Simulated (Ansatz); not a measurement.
The parent structure is Ti$_{3}$SiC$_{2}$ (space group P6_3/mmc, No. 194; a = 3.0728 Å, c = 17.7228 Å).

Method: DFT with PBE, PAW potentials and a 420 eV plane-wave cutoff in Ansatz (a first-principles code), no SOC.

Before the change:

Volume per atom: 12.08 Å³

Modification: cell and atoms relaxed at a pressure of 0.3 GPa.

What does the calculation give for the volume per atom after the change?

The volume per atom stays essentially unchanged (12.08 Å³ against 12.06 Å³).

Load acts through the strain it causes; cell and atoms are relaxed under it. Whether these cells are dynamically stable was not tested. The final runs are not spin-polarised.
